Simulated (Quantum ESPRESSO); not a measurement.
# AgCl (Chlorargyrite) (Fm-3m) in Quantum ESPRESSO: a series of runs

Aim: see how the results for AgCl (Chlorargyrite) move with the level of theory and the settings. Levels: BLYP, AM05. Tasks: dielectric tensor.

Everything below comes from runs of Quantum ESPRESSO 7.5. Logs are shortened: lines on timing, memory, paths and dates and some standing lists are left out, and cuts for length are marked.

**Measured values to compare with.**

From a printed reference work, monograph, for a bulk crystal of AgCl: high-frequency dielectric constant 3.92.

How close the calculation comes is told below.

## (1) Starting point

The structure is cubic, space group Fm-3m (No. 225). The conventional cell has a = 5.470 Å, b = 5.470 Å, c = 5.470 Å, α = 90.00°, β = 90.00°, γ = 90.00°. Ag (site symmetry m-3m) has 6 Cl at 2.73 Å as nearest neighbours. Cl (site symmetry m-3m) has 6 Ag at 2.73 Å as nearest neighbours.

## (2) Dielectric tensor, BLYP

The input, pw.in:

```
&CONTROL
  calculation = 'scf'
  prefix = 'pwscf'
  outdir = './tmp'
  pseudo_dir = './pseudo'
  tprnfor = .true.
  tstress = .true.
  disk_io = 'low'
/
&SYSTEM
  ibrav = 0
  nat = 2
  ntyp = 2
  ecutwfc = 82
  nbnd = 20
  input_dft = 'blyp'
  occupations = 'smearing'
  smearing = 'fd'
  degauss = 0.00367493
/
&ELECTRONS
  conv_thr = 4d-10
  electron_maxstep = 120
  mixing_beta = 0.5
/
ATOMIC_SPECIES
Ag   107.8682 Ag.upf
Cl    35.4500 Cl.upf
CELL_PARAMETERS angstrom
   0.0000000000    2.7350000000    2.7350000000
   2.7350000000    0.0000000000    2.7350000000
   2.7350000000    2.7350000000    0.0000000000
ATOMIC_POSITIONS angstrom
Ag     0.0000000000    0.0000000000    0.0000000000
Cl     2.7350000000    2.7350000000    2.7350000000
K_POINTS automatic
6 6 6 1 1 1
```

The input, scf2.in:

```
&CONTROL
  calculation = 'scf'
  prefix = 'pwscf'
  outdir = './tmp'
  pseudo_dir = './pseudo'
  tprnfor = .true.
  tstress = .true.
  disk_io = 'low'
/
&SYSTEM
  ibrav = 0
  nat = 2
  ntyp = 2
  ecutwfc = 82
  nbnd = 20
  input_dft = 'blyp'
  occupations = 'fixed'
/
&ELECTRONS
  conv_thr = 1d-13
  electron_maxstep = 120
  mixing_beta = 0.5
  startingpot = 'file'
  startingwfc = 'file'
/
ATOMIC_SPECIES
Ag   107.8682 Ag.upf
Cl    35.4500 Cl.upf
CELL_PARAMETERS angstrom
   0.0000000000    2.7350000000    2.7350000000
   2.7350000000    0.0000000000    2.7350000000
   2.7350000000    2.7350000000    0.0000000000
ATOMIC_POSITIONS angstrom
Ag     0.0000000000    0.0000000000    0.0000000000
Cl     2.7350000000    2.7350000000    2.7350000000
K_POINTS automatic
6 6 6 1 1 1
```

The input, ph.in:

```
dielectric of AgCl
&INPUTPH
  prefix = 'pwscf'
  outdir = './tmp'
  tr2_ph = 1d-18
  fildyn = 'dyn'
  niter_ph = 90
  alpha_mix(1) = 0.7
  epsil = .true.
  trans = .false.
  zeu = .true.
/
0.0000000000 0.0000000000 0.0000000000
```

Potentials or basis: PseudoDojo 0.4.1 SR PBE standard.

Started as:

```bash
$ OMP_NUM_THREADS=1 pw.x -in pw.in > pw.out
$ OMP_NUM_THREADS=1 pw.x -in scf2.in > scf2.out
$ OMP_NUM_THREADS=1 ph.x -in ph.in > ph.out
```

pw.out:

```text
This program is part of the open-source Quantum ESPRESSO suite
     for quantum simulation of materials; please cite
         "P. Giannozzi et al., J. Phys.:Condens. Matter 21 395502 (2009);
         "P. Giannozzi et al., J. Phys.:Condens. Matter 29 465901 (2017);
         "P. Giannozzi et al., J. Chem. Phys. 152 154105 (2020);
     in publications or presentations arising from this work. More details at

     IMPORTANT: XC functional enforced from input :
     Exchange-correlation= BLYP
                           (   1   3   1   3   0   0   0)
     Any further DFT definition will be discarded
     Please, verify this is what you really want

     Message from routine setup:
     using ibrav=0 with symmetry is DISCOURAGED, use correct ibrav instead

     G-vector sticks info
     --------------------
     sticks:   dense  smooth     PW     G-vecs:    dense   smooth      PW
     Sum        1201    1201    361                27581    27581    4573

     Using Slab Decomposition

     bravais-lattice index     =            0
     lattice parameter (alat)  =       7.3092  a.u.
     unit-cell volume          =     276.1205 (a.u.)^3
     number of atoms/cell      =            2
     number of atomic types    =            2
     number of electrons       =        26.00
     number of Kohn-Sham states=           20
     kinetic-energy cutoff     =      82.0000  Ry
     charge density cutoff     =     328.0000  Ry
     scf convergence threshold =      4.0E-10
     mixing beta               =       0.5000
     number of iterations used =            8  plain     mixing
     Exchange-correlation= BLYP
                           (   1   3   1   3   0   0   0)

     celldm(1)=   7.309223  celldm(2)=   0.000000  celldm(3)=   0.000000
     celldm(4)=   0.000000  celldm(5)=   0.000000  celldm(6)=   0.000000

[... 8 lines left out ...]
               b(3) = (  0.707107  0.707107 -0.707107 )

     PseudoPot. # 1 for Ag read from file:
     Ag.upf
     Pseudo is Norm-conserving + core correction, Zval = 19.0
     Generated using ONCVPSP code by D. R. Hamann
     Using radial grid of 1538 points,  6 beta functions with:
                l(1) =   0
                l(2) =   0
                l(3) =   1
                l(4) =   1
                l(5) =   2
                l(6) =   2

     PseudoPot. # 2 for Cl read from file:
     Cl.upf
     Pseudo is Norm-conserving + core correction, Zval =  7.0
     Generated using ONCVPSP code by D. R. Hamann
     Using radial grid of 1028 points,  6 beta functions with:
                l(1) =   0
                l(2) =   0
                l(3) =   1
                l(4) =   1
                l(5) =   2
                l(6) =   2

     atomic species   valence    mass     pseudopotential
     Ag               19.00   107.86820     Ag( 1.00)
     Cl                7.00    35.45000     Cl( 1.00)

     48 Sym. Ops., with inversion, found

   Cartesian axes

     site n.     atom                  positions (alat units)
         1        Ag     tau(   1) = (   0.0000000   0.0000000   0.0000000  )
         2        Cl     tau(   2) = (   0.7071068   0.7071068   0.7071068  )

     number of k points=    28  Fermi-Dirac smearing, width (Ry)=  0.0037
                       cart. coord. in units 2pi/alat
        k(    1) = (   0.0589256   0.0589256   0.0589256), wk =   0.0185185
        k(    2) = (   0.1767767   0.1767767  -0.0589256), wk =   0.0555556
        k(    3) = (   0.2946278   0.2946278  -0.1767767), wk =   0.0555556
        k(    4) = (  -0.2946278  -0.2946278   0.4124790), wk =   0.0555556
        k(    5) = (  -0.1767767  -0.1767767   0.2946278), wk =   0.0555556
        k(    6) = (  -0.0589256  -0.0589256   0.1767767), wk =   0.0555556
[... 20 lines left out ...]
        k(   27) = (   0.2946278   0.2946278   0.2946278), wk =   0.0185185
        k(   28) = (  -0.2946278  -0.2946278   0.8838835), wk =   0.0555556

     Dense  grid:    27581 G-vectors     FFT dimensions: (  45,  45,  45)

     Initial potential from superposition of free atoms

     starting charge      25.9995, renormalised to      26.0000
     Starting wfcs are   14 randomized atomic wfcs +    6 random wfcs

     Self-consistent Calculation

     iteration #  1     ecut=    82.00 Ry     beta= 0.50
     Davidson diagonalization with overlap
     ethr =  1.00E-02,  avg # of iterations =  6.5

     Threshold (ethr) on eigenvalues was too large:
     Diagonalizing with lowered threshold

     Davidson diagonalization with overlap
     ethr =  1.91E-04,  avg # of iterations =  3.5

     total energy              =    -342.58243587 Ry
     estimated scf accuracy    <       0.04871696 Ry

     iteration #  2     ecut=    82.00 Ry     beta= 0.50
     Davidson diagonalization with overlap
     ethr =  1.87E-04,  avg # of iterations =  2.2

     total energy              =    -342.59628084 Ry
     estimated scf accuracy    <       0.00778672 Ry

     iteration #  3     ecut=    82.00 Ry     beta= 0.50
     Davidson diagonalization with overlap
     ethr =  2.99E-05,  avg # of iterations =  2.4

     total energy              =    -342.59778241 Ry
     estimated scf accuracy    <       0.00037119 Ry
[... 19 lines left out ...]
     total energy              =    -342.59781255 Ry
     estimated scf accuracy    <       0.00000013 Ry

     iteration #  7     ecut=    82.00 Ry     beta= 0.50
     Davidson diagonalization with overlap
     ethr =  5.00E-10,  avg # of iterations =  2.0

     total energy              =    -342.59781259 Ry
     estimated scf accuracy    <          6.0E-09 Ry

     iteration #  8     ecut=    82.00 Ry     beta= 0.50
     Davidson diagonalization with overlap
     ethr =  2.31E-11,  avg # of iterations =  2.0

     End of self-consistent calculation

          k = 0.0589 0.0589 0.0589 (  3473 PWs)   bands (ev):

   -80.6948 -44.1988 -44.1986 -44.1986  -6.1418   6.1622   6.1622   6.2078
     6.6096   6.6096   6.8635   7.2644   7.2644  10.5444  19.3451  19.9506
    19.9506  21.5817  21.5817  22.3075

          k = 0.1768 0.1768-0.0589 (  3481 PWs)   bands (ev):

   -80.6948 -44.1998 -44.1989 -44.1987  -5.9991   5.0911   5.3943   5.8031
     6.6836   6.7611   7.0785   7.5806   8.3448  11.8937  17.7853  18.4633
    18.9676  20.4953  21.9822  22.8528

          k = 0.2946 0.2946-0.1768 (  3464 PWs)   bands (ev):

   -80.6947 -44.2014 -44.1992 -44.1990  -5.7650   4.0805   4.9084   5.0659
     6.8747   6.9269   7.2311   8.5161   9.1045  13.4463  15.9126  17.3071
    17.4477  21.6061  22.5637  22.9850

          k =-0.2946-0.2946 0.4125 (  3466 PWs)   bands (ev):

   -80.6947 -44.2020 -44.1992 -44.1991  -5.6789   3.7767   4.8086   4.8448
     6.9503   6.9857   7.3023   9.0405   9.0776  13.8020  15.3830  17.0398
    17.1719  22.3324  22.7189  23.7253

          k =-0.1768-0.1768 0.2946 (  3470 PWs)   bands (ev):

   -80.6947 -44.2009 -44.1990 -44.1990  -5.8395   4.3662   5.0954   5.2320
     6.7739   6.8932   7.1706   8.3492   8.7563  13.0126  16.3144  17.6161
    18.0725  21.0954  22.3783  22.7832

          k =-0.0589-0.0589 0.1768 (  3480 PWs)   bands (ev):

   -80.6948 -44.1992 -44.1987 -44.1987  -6.0673   5.3285   5.9899   6.0006
     6.5901   6.6948   7.0365   7.3706   7.8078  11.3484  18.5450  19.0981
    19.4522  20.1283  22.2891  22.9704

          k = 0.2946 0.0589 0.0589 (  3477 PWs)   bands (ev):

   -80.6948 -44.2000 -44.1991 -44.1990  -5.9454   4.6761   5.8142   5.8508
     6.5309   6.7786   7.2114   7.4605   8.0191  12.4709  17.0814  18.1577
    19.2037  19.7661  22.9599  24.1989

          k = 0.4125 0.1768-0.0589 (  3469 PWs)   bands (ev):

   -80.6947 -44.2010 -44.1996 -44.1993  -5.7767   4.3107   5.1959   5.4937
     6.6720   6.9535   7.2656   7.6149   8.5190  13.2768  15.9866  17.4466
    18.6963  20.5225  23.4247  24.6640

          k =-0.1768-0.4125 0.5303 (  3462 PWs)   bands (ev):

   -80.6947 -44.2016 -44.2000 -44.1994  -5.6581   4.1583   4.8695   4.9806
     6.8756   6.9982   7.2493   8.1632   8.6305  13.9484  15.2255  17.4932
    17.8669  21.8970  22.8104  24.1284

          k =-0.0589-0.2946 0.4125 (  3461 PWs)   bands (ev):

   -80.6947 -44.2012 -44.2000 -44.1992  -5.7168   4.1749   4.9049   5.2329
     6.8479   6.9742   7.2963   7.6786   8.9872  14.1024  15.2979  17.2102
    17.8374  21.1892  23.3298  24.6870

          k = 0.0589-0.1768 0.2946 (  3470 PWs)   bands (ev):

   -80.6948 -44.2004 -44.1992 -44.1989  -5.8889   4.5537   5.2451   5.6146
     6.6926   6.8635   7.2042   7.6427   8.6372  12.8269  16.6861  17.7010
    18.5254  20.4399  22.7038  23.7199

          k = 0.5303 0.0589 0.0589 (  3452 PWs)   bands (ev):

   -80.6947 -44.2014 -44.1998 -44.1997  -5.7217   4.4367   5.6901   5.7707
     6.4198   6.9384   7.2164   7.3180   7.6979  12.1873  17.1788  17.5340
    19.9301  20.3753  23.9867  24.7618

          k =-0.0589-0.5303 0.6482 (  3445 PWs)   bands (ev):

   -80.6947 -44.2015 -44.2003 -44.1999  -5.6551   4.7004   5.1595   5.4324
     6.6822   7.0723   7.1584   7.3070   7.7189  12.3441  17.0964  17.6804
    19.2300  21.3734  23.4627  24.2372

          k = 0.0589-0.4125 0.5303 (  3461 PWs)   bands (ev):

   -80.6947 -44.2012 -44.2006 -44.1995  -5.6431   4.4019   4.9415   4.9968
     6.8824   6.9941   7.2507   7.5974   8.4784  13.6202  15.8922  17.3559
    18.1895  21.8665  22.3319  24.8433

          k = 0.1768-0.2946 0.4125 (  3463 PWs)   bands (ev):

   -80.6947 -44.2017 -44.1995 -44.1992  -5.6980   3.9833   4.8494   4.9911
     6.8835   6.9829   7.2694   8.4478   9.0192  14.0458  15.1071  17.3709
    17.4576  21.7530  23.0038  23.7829

          k =-0.6482 0.0589 0.0589 (  3444 PWs)   bands (ev):

   -80.6947 -44.2017 -44.2000 -44.1999  -5.6730   4.6527   5.6914   5.7953
     6.4060   7.0309   7.1358   7.1605   7.3470  11.7076  17.3333  17.9856
    20.5451  20.8537  23.8578  24.1590

          k =-0.5303 0.1768-0.0589 (  3456 PWs)   bands (ev):

   -80.6947 -44.2014 -44.2000 -44.1996  -5.6950   4.4194   5.1849   5.4420
     6.6667   7.0195   7.2260   7.5015   8.1019  12.7535  16.5986  17.3994
    19.1057  20.9184  23.6830  24.5801

          k =-0.4125 0.0589 0.0589 (  3473 PWs)   bands (ev):

   -80.6947 -44.2007 -44.1994 -44.1994  -5.8179   4.3807   5.7175   5.7747
     6.4648   6.8582   7.2714   7.4417   7.9741  12.8283  16.4650  17.7544
    19.3808  19.8798  23.5310  25.0698

          k = 0.1768 0.1768 0.1768 (  3461 PWs)   bands (ev):

   -80.6948 -44.2003 -44.1988 -44.1988  -5.9373   4.8103   5.3178   5.3178
     6.7757   6.7757   7.0638   8.3594   8.3594  12.2710  17.1179  18.3939
    18.3939  21.4079  21.4079  22.1412

          k = 0.2946 0.2946 0.0589 (  3468 PWs)   bands (ev):

   -80.6947 -44.2009 -44.1996 -44.1989  -5.8008   4.2928   4.9533   5.3903
     6.8088   6.9247   7.2688   7.6992   9.0854  13.5301  16.0340  17.3387
    17.6966  20.9037  23.1438  24.0289

          k =-0.2946-0.2946 0.6482 (  3465 PWs)   bands (ev):
[... 17 lines left out ...]
          k =-0.1768-0.4125 0.7660 (  3458 PWs)   bands (ev):

   -80.6947 -44.2013 -44.2003 -44.1996  -5.6613   4.3560   4.9298   5.1497
     6.8731   6.9953   7.2459   7.5785   8.4680  13.6485  15.8579  17.2570
    18.2297  21.6093  23.0118  24.6547

          k =-0.0589-0.2946 0.6482 (  3451 PWs)   bands (ev):

   -80.6947 -44.2012 -44.2007 -44.1999  -5.6371   4.6823   4.9292   5.1226
     6.9108   7.0391   7.1696   7.3485   8.0162  13.2841  16.7003  17.3561
    18.0187  22.1542  23.0174  24.2122

          k =-0.7660 0.1768 0.1768 (  3452 PWs)   bands (ev):

   -80.6947 -44.2014 -44.2006 -44.1997  -5.6458   4.6521   4.8850   5.2009
     6.7312   7.0424   7.2191   7.5604   8.1022  12.8131  16.5343  17.5851
    19.0152  21.1216  22.8007  24.7198

          k = 0.2946 0.2946 0.2946 (  3468 PWs)   bands (ev):

   -80.6947 -44.2019 -44.1990 -44.1990  -5.7153   3.8280   4.8603   4.8603
     6.9507   6.9507   7.2797   9.1118   9.1118  13.4416  15.9874  17.0093
    17.0093  22.4100  22.4100  22.7838

          k =-0.2946-0.2946 0.8839 (  3455 PWs)   bands (ev):

   -80.6947 -44.2018 -44.1997 -44.1992  -5.6665   3.9585   4.8641   4.8834
     6.9400   6.9707   7.2749   8.4013   9.0142  14.4181  14.7328  17.3784
    17.4121  22.2826  22.5564  24.0020

     the Fermi energy is     9.8873 ev

!    total energy              =    -342.59781259 Ry
     estimated scf accuracy    <          3.6E-10 Ry
     smearing contrib. (-TS)   =      -0.00000000 Ry
     internal energy E=F+TS    =    -342.59781258 Ry

     The total energy is F=E-TS. E is the sum of the following terms:
     one-electron contribution =    -176.71377115 Ry
     hartree contribution      =      99.08931201 Ry
     xc contribution           =     -55.07648027 Ry
     ewald contribution        =    -209.89687317 Ry

     convergence has been achieved in   8 iterations

     Forces acting on atoms (cartesian axes, Ry/au):

     atom    1 type  1   force =     0.00000000   -0.00000000   -0.00000000
     atom    2 type  2   force =    -0.00000000    0.00000000    0.00000000

     Total force =     0.000000     Total SCF correction =     0.000000

     Computing stress (Cartesian axis) and pressure

          total   stress  (Ry/bohr**3)                   (kbar)     P=       80.68
   0.00054847   0.00000000  -0.00000000           80.68        0.00       -0.00
   0.00000000   0.00054847  -0.00000000            0.00       80.68       -0.00
  -0.00000000  -0.00000000   0.00054847           -0.00       -0.00       80.68

=------------------------------------------------------------------------------=
   JOB DONE.
=------------------------------------------------------------------------------=
```

Run time: 7.7 min. Hardware: 1 thread of Arm Neoverse V2, shared host; peak memory 0.09 GiB.

What came out:

```yaml
Free_energy: -4661.2807 eV
Pressure: 8.1 GPa
Electronic_dielectric_tensor_diagonal: 5.16
Born_charges_mean_of_the_diagonal: Ag +1.43; Cl -1.43 e
```

Electronic dielectric tensor:
```
5.16 0.00 0.00
0.00 5.16 0.00
0.00 0.00 5.16
```

Born effective charge tensors (e):
atom 1, Ag
```
1.43 0.00 0.00
0.00 1.43 0.00
0.00 0.00 1.43
```
atom 2, Cl
```
-1.43  0.00  0.00
 0.00 -1.43  0.00
 0.00  0.00 -1.43
```

Caveat: the potentials were made for another functional, which shifts forces and pressure; the cell is more than 3 GPa from zero pressure, which shifts response properties.

## (3) Dielectric tensor, AM05

Edit pw.in of step 2 so:

```diff
@@ -15,3 +15,3 @@
   nbnd = 20
-  input_dft = 'blyp'
+  input_dft = 'XC-000I-000I-120L-135L-000I-000I'
   occupations = 'smearing'
```

Edit scf2.in of step 2 so:

```diff
@@ -15,3 +15,3 @@
   nbnd = 20
-  input_dft = 'blyp'
+  input_dft = 'XC-000I-000I-120L-135L-000I-000I'
   occupations = 'fixed'
```

ph.in is that of step 2.

Potentials or basis: PseudoDojo 0.4.1 SR PBE standard.

Started as:

```bash
$ OMP_NUM_THREADS=1 pw.x -in pw.in > pw.out
$ OMP_NUM_THREADS=1 pw.x -in scf2.in > scf2.out
$ OMP_NUM_THREADS=1 ph.x -in ph.in > ph.out
```

pw.out:

```text
This program is part of the open-source Quantum ESPRESSO suite
     for quantum simulation of materials; please cite
         "P. Giannozzi et al., J. Phys.:Condens. Matter 21 395502 (2009);
         "P. Giannozzi et al., J. Phys.:Condens. Matter 29 465901 (2017);
         "P. Giannozzi et al., J. Chem. Phys. 152 154105 (2020);
     in publications or presentations arising from this work. More details at

     IMPORTANT: XC functional enforced from input :
     Exchange-correlation= XC-000I-000I-120L-135L-000I-000I
                           (   0   0 120 135   0   0   0)
     Any further DFT definition will be discarded
     Please, verify this is what you really want

     Message from routine setup:
     using ibrav=0 with symmetry is DISCOURAGED, use correct ibrav instead

     G-vector sticks info
     --------------------
     sticks:   dense  smooth     PW     G-vecs:    dense   smooth      PW
     Sum        1201    1201    361                27581    27581    4573

[... 283 lines left out ...]
     6.2520   6.6217   6.8284   7.0910   7.6883  12.3130  15.9700  16.7311
    18.5869  20.3667  23.1883  24.0858

          k =-0.4125 0.0589 0.0589 (  3473 PWs)   bands (ev):
[... 61 lines left out ...]
   -81.0196 -44.5691 -44.5669 -44.5665  -6.0839   3.4608   4.4217   4.4267
     6.5401   6.5737   6.8758   7.9883   8.6144  13.7844  14.2956  16.8222
    16.8429  21.7421  22.0127  23.4322

     the Fermi energy is     9.4177 ev

!    total energy              =    -342.18627424 Ry
     estimated scf accuracy    <          1.7E-10 Ry
     smearing contrib. (-TS)   =      -0.00000002 Ry
     internal energy E=F+TS    =    -342.18627422 Ry

     The total energy is F=E-TS. E is the sum of the following terms:
     one-electron contribution =    -176.53476023 Ry
     hartree contribution      =      98.85271177 Ry
     xc contribution           =     -54.60735259 Ry
     ewald contribution        =    -209.89687317 Ry

     convergence has been achieved in   9 iterations

     Forces acting on atoms (cartesian axes, Ry/au):

     atom    1 type  1   force =    -0.00000000   -0.00000000    0.00000000
     atom    2 type  2   force =    -0.00000000   -0.00000000    0.00000000

     Total force =     0.000000     Total SCF correction =     0.000000

     Computing stress (Cartesian axis) and pressure

          total   stress  (Ry/bohr**3)                   (kbar)     P=        3.42
   0.00002323  -0.00000000   0.00000000            3.42       -0.00        0.00
  -0.00000000   0.00002323   0.00000000           -0.00        3.42        0.00
   0.00000000   0.00000000   0.00002323            0.00        0.00        3.42

=------------------------------------------------------------------------------=
   JOB DONE.
=------------------------------------------------------------------------------=
```

ph.out:

```text
This program is part of the open-source Quantum ESPRESSO suite
     for quantum simulation of materials; please cite
         "P. Giannozzi et al., J. Phys.:Condens. Matter 21 395502 (2009);
         "P. Giannozzi et al., J. Phys.:Condens. Matter 29 465901 (2017);
         "P. Giannozzi et al., J. Chem. Phys. 152 154105 (2020);
     in publications or presentations arising from this work. More details at

     WARNING: libxc functional with ID  120 depends
[... 200 lines left out ...]
      E*z (        0.00000        0.00000       -1.43320 )

     INITIALIZATION:

     DIELECTRIC CONSTANT AND EFFECTIVE CHARGES:

      Additional routines

=------------------------------------------------------------------------------=
   JOB DONE.
=------------------------------------------------------------------------------=
```

Wall time 7.5 min (1 thread of Arm Neoverse V2, shared host); peak memory 0.09 GiB.

Results:

| Property | Result |
| --- | --- |
| Free energy | -4655.6814 eV |
| Pressure | 0.3 GPa |
| Electronic dielectric tensor (diagonal) | 5.37 |
| Born charges (mean of the diagonal) | Ag +1.43; Cl -1.43 e |

Electronic dielectric tensor:
```
5.37 0.00 0.00
0.00 5.37 0.00
0.00 0.00 5.37
```

Born effective charge tensors (e):
atom 1, Ag
```
1.43 0.00 0.00
0.00 1.43 0.00
0.00 0.00 1.43
```
atom 2, Cl
```
-1.43  0.00  0.00
 0.00 -1.43  0.00
 0.00  0.00 -1.43
```

Caveat: the potentials were made for another functional, which shifts forces and pressure.

[end of part 1 of 2]
